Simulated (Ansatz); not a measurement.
**Skutterudite CoSb₃**

Method: PBE-D3(BJ) in Ansatz (plane waves, PAW).

Run with plane-wave cutoff 520 eV, 6×6×6 k mesh, Fermi–Dirac smearing 0.01 eV, no spin polarisation, scalar-relativistic PAW data made under PBE.

Cell (relaxed at this level):

```xyz
16
Lattice="-4.5013 4.5013 4.5013 4.5013 -4.5013 4.5013 4.5013 4.5013 -4.5013" Properties=species:S:1:pos:R:3 pbc="T T T"
Co     2.2507     2.2507    -2.2507
Co     2.2507     2.2507     2.2507
Co    -2.2507     2.2507     2.2507
Co     2.2507    -2.2507     2.2507
Sb     1.4986     3.0691     4.5013
Sb     4.5013     1.4986     3.0691
Sb     4.5013    -1.4986     3.0691
Sb     0.0000     3.0028     1.4323
Sb     0.0000     5.9999     1.4323
Sb     3.0691     4.5013     1.4986
Sb     1.4323     0.0000     5.9999
Sb     5.9999     1.4323     0.0000
Sb     1.4323     0.0000     3.0028
Sb     3.0691     4.5013    -1.4986
Sb     3.0028     1.4323     0.0000
Sb    -1.4986     3.0691     4.5013
```

For skutterudite CoSb₃, the bulk modulus B0 is 94.2 GPa. The band gap is 0.26 eV and the pressure derivative B′ of the bulk modulus comes out as 4.8.

Measured, for comparison: band gap 0.63 eV (temperature not stated, not corrected to a static lattice; as tabulated in Kim et al. (2020), doi:10.1038/s41597-020-00723-8); bulk modulus 95 ± 5 GPa (room temperature, not corrected to a static lattice, our sources range from 85.0 to 95.0; as tabulated in Alexeev et al. (2016), arXiv:1601.07731). Computed (rounded) less measured: bulk modulus -0.8 % (inside the range of the sources held).

Note: the bulk modulus comes from volumes at which shape and atoms were relaxed.

Spin–orbit coupling is not included; it can close the smallest gap of 0.26 eV.

Static lattice: no zero-point or thermal effects.

It cost very roughly 29 core-minutes of CPU time.

Ansatz is an electronic-structure program.
